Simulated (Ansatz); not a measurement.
The system is NiO.

```
CELL_PARAMETERS angstrom
0.00000 2.08590 2.08590
2.08590 0.00000 2.08590
2.08590 2.08590 0.00000
ATOMIC_POSITIONS crystal
Ni 0.00000 0.00000 0.00000
O 0.50000 0.50000 0.50000
```

A run of Ansatz 0.2.0 on this cell left the log below. Logs are shortened: lines on timing, memory, paths and dates and some standing lists are left out, and cuts for length are marked.

```text
Warning: RAYON_NUM_THREADS=2 ignored (pool sized by the plan → 2); use --threads N
LAPW: plane waves up to 9.966 Å⁻¹, error target 1.0e-3 eV per atom; small_component_spin mean_spin; O in spheres of 0.943 Å, 8 of its electrons in bands, Dirac shells []; Ni in spheres of 1.143 Å, 18 of its electrons in bands, Dirac shells [] (how accurate: hamiltonian.pseudopotentials.lapw.basis_error, Limitations)
Engine: ansatz 0.2.0, x86_64-unknown-linux-gnu
Pseudopotentials: kind: all_electron
Pseudopotential: Ni, LAPW, valence charge 18, lapw/all_electron/scalar/gaussian/Ni, Koelling and Harmon's equation, gaussian nucleus
Pseudopotential: O, LAPW, valence charge 8, lapw/all_electron/scalar/gaussian/O, Koelling and Harmon's equation, gaussian nucleus
Functional definition: revPBE
  parameter kappa = 1.245
  parameter beta = 0.06672455060314922
  exchange = pbe_x(kappa = kappa, mu = beta*pi^2/3)
  correlation = pbe_c(beta = beta)
Crystal: 2 atoms, lattice volume = 18.151 Å³
Basis set: ecut = 378.44470110323897 eV, 307 PW (Γ), exchange–correlation at level 2
Bands: 18, of which v1, the nominal top of the filled ones, is band 13 counted from 1 (12 counted from 0)
Symmetry: 48 space group operations
Space group: Fm-3m (ITA 225), of the structure as read, at distance tolerance 2.6e-5 Å
Magnetic group: BNS 225.116 (UNI 1618), of the structure as read, at distance tolerance 2.6e-5 Å
k-points: 56 of 1331
Non-local potential: Ni, projectors of the file, none
Non-local potential: O, projectors of the file, none
Initial density: superposition of atomic densities (chi_scale 0.1, normalization cell, long waves kept (reshape's long-wave potential 0.00 eV rms))
Starting moments: Σ|m| = 1 μB on 1 of 2 sites
Initial wavefunctions: plane waves of lowest kinetic energy (no species holds an atomic orbital)
Functional: x = revpbe(κ = 1.245, μ = 0.2195149727645171), c = pbe(β = 0.06672455060314922)
iter 1 solved again at ethr=4.71e-3 eV; its pass at ethr=1.00e-1 eV (dr2=1.22e0 eV) is discarded
[... 16 lines left out ...]
SCF iter  11: F=—  HF=-43434.616319 eV  |F-HF|=—  |Δ(HF+E_count)|=   4.28e-7  Δρ=6.81e-6 (↑5.05e-6 ↓6.81e-6)  dr2=1.36e-9  dr2_m=5.63e-9  M=1.838 μB ∫|m|=1.846 μB  β_m=0.97  ethr=4.64e-9  ⟨swp⟩=2.6  Hψ=5661  notcnv=0
SCF iter  12: F=-43434.616319 eV  HF=-43434.616319 eV  |F-HF|=1.84e-8  |Δ(HF+E_count)|=   4.90e-8  Δρ=5.58e-6 (↑3.17e-6 ↓5.58e-6)  dr2=1.02e-8  dr2_m=1.30e-9  M=1.838 μB ∫|m|=1.846 μB  ethr=6.45e-12 (applied; sched 5.23e-12)  ⟨swp⟩=3.0  Hψ=6412  notcnv=0
SCF 1 converged in 12 iterations: F = -43434.616319 eV  dr2 = 1.02e-8
NSCF: frozen V_eff on 43 k-points
SCF converged after 12 iterations
Magnetization: 1.8383 μB (13.9192 up, 12.0808 down)
Absolute magnetization: 1.8465 μB (∫|ρ↑−ρ↓|)
Spin contamination: 0.0058 ħ² per cell (⟨S²⟩ above its minimum at these occupations)
Per-site moments (μB) at R_I (Å): [(1.5281607524377794, 1.1429959054927716), (0.2976979450864148, 0.9429057048248715)]
Free energy (F): -43434.616319 eV
Harris-Foulkes:  -43434.616319 eV  (|F-HF|=1.84e-8)
Internal energy: -43434.609039 eV  (E = F + TS)
E sigma→0 (E₀):  -43434.612679 eV
Entropy (-TS):   -0.007280 eV (-3.640 meV/atom)
Fermi energy:    14.758606 eV
--- Per-component energies (eV) ---
  E_band       = -1305.538790
  E_kinetic    = 44097.887081
  E_xc         = -1969.302067
  E_electrostatic = -85563.194052  (all electrons and nuclei)
  E_smearing   = -0.007280  (= −TS)
  E_closure    = 0.000000  (closes the sum)
  E_atoms      = -43422.238323  (free atoms, spherical and without spin; not in F)
  Σ components = -43434.616319   (vs F -43434.616319, Δ=0.00e0)
  Basis errors (estimates in eV, not in F): energy 3.7e-4 per atom: plane waves 3.4e-4 (1.9e-4 summed), levels above the bands 1.1e-144, relativity 7.0e-8, radial functions 3.6e-5, core shells 3.1e-9; eigenvalues (radial functions only) 9.0e-7; not estimated: angular momenta, meshes, grids; target (lapw.basis_error) 1.0e-3; muffin-tin radii O 0.943 Å, Ni 1.143 Å
--- Forces (eV/Å), atoms counted from 1 ---
  atom   1  Ni    -0.00000000    -0.00000000     0.00000000
  atom   2  O      0.00000000    -0.00000000    -0.00000000
  max |Σ_I F_I| component: 1.82e-30 eV/Å
--- Stress (GPa, compression-positive) ---
       11.609940      -0.000000       0.000000
       -0.000000      11.609940       0.000000
        0.000000       0.000000      11.609940
  P = ⅓ Tr σ = 11.6099 GPa (116.099 kbar)
--- Band table (eV; the first three rows and the last of 112) ---
  k-point 0 ↑: bands = ["-492.2454", "-89.8836", "-50.2046", "-50.2046", "-50.2046", "-5.7231", "11.4495", "11.4495", "11.7292", "11.7292", "11.7292", "12.0219", "12.0219", "12.0219", "16.2676", "32.5520", "33.5895", "33.5895"]
  k-point 1 ↑: bands = ["-492.2454", "-89.8833", "-50.2070", "-50.2049", "-50.2049", "-5.6291", "10.7565", "10.7565", "10.8822", "11.9968", "11.9968", "12.3218", "12.5347", "12.5347", "16.8540", "30.6937", "33.2941", "33.2941"]
  k-point 2 ↑: bands = ["-492.2454", "-89.8828", "-50.2135", "-50.2058", "-50.2058", "-5.3664", "9.5446", "10.0145", "10.0145", "12.1598", "12.1598", "12.5466", "13.3541", "13.3541", "18.0746", "28.4024", "32.1493", "32.1493"]
  k-point 55 ↓: bands = ["-492.0063", "-87.9529", "-48.3401", "-48.3385", "-48.3295", "-3.6489", "8.8357", "8.8891", "9.7665", "13.5100", "13.6942", "13.9670", "15.1908", "15.9232", "23.8129", "25.5153", "25.6992", "28.9289"]
```

Q: What input gives this log?

A: Band structure with revPBE, collinear spin, ferromagnetic start. The files as run (others can give the same):

input.yaml
```yaml
crystal:
  lattice:
    - [0.0, 2.0859016414, 2.0859016414]
    - [2.0859016414, 0.0, 2.0859016414]
    - [2.0859016414, 2.0859016414, 0.0]
  atoms:
    - { symbol: Ni, position: [0.0, 0.0, 0.0], spin: 1.0 }
    - { symbol: O, position: [0.5, 0.5, 0.5] }
kpoints:
  mp_grid: { grid: [11, 11, 11] }
  band_path:
    path:
      - [0.0, 0.0, 0.0]
      - [0.5, 0.0, 0.5]
      - [0.5, 0.25, 0.75]
      - [0.375, 0.375, 0.75]
      - [0.0, 0.0, 0.0]
      - [0.5, 0.5, 0.5]
      - [0.625, 0.25, 0.625]
      - [0.5, 0.25, 0.75]
    npoints: 6
scf:
  occupations: { method: fermi_dirac, width: 0.05 }
hamiltonian:
  xc: revpbe
  pseudopotentials: { kind: all_electron, lapw: { basis_error: 0.001 } }
magnetization:
  spin_polarized: true
output:
  forces: true
  stress: true
  eigenvalues: true
```

Potentials or basis: all-electron LAPW, scalar-relativistic.
Command:
```bash
$ ansatz run input.yaml --threads 2 --pin off --max-ram 6144MiB --backend cpu --events-out ev --progress --plain --runs-dir out
```

Caveat: a cell with one magnetic atom can't hold antiferromagnetic order, which such compounds often take; semilocal functionals often make such compounds metallic where correlation or magnetic order opens a gap, which also shifts bond lengths.
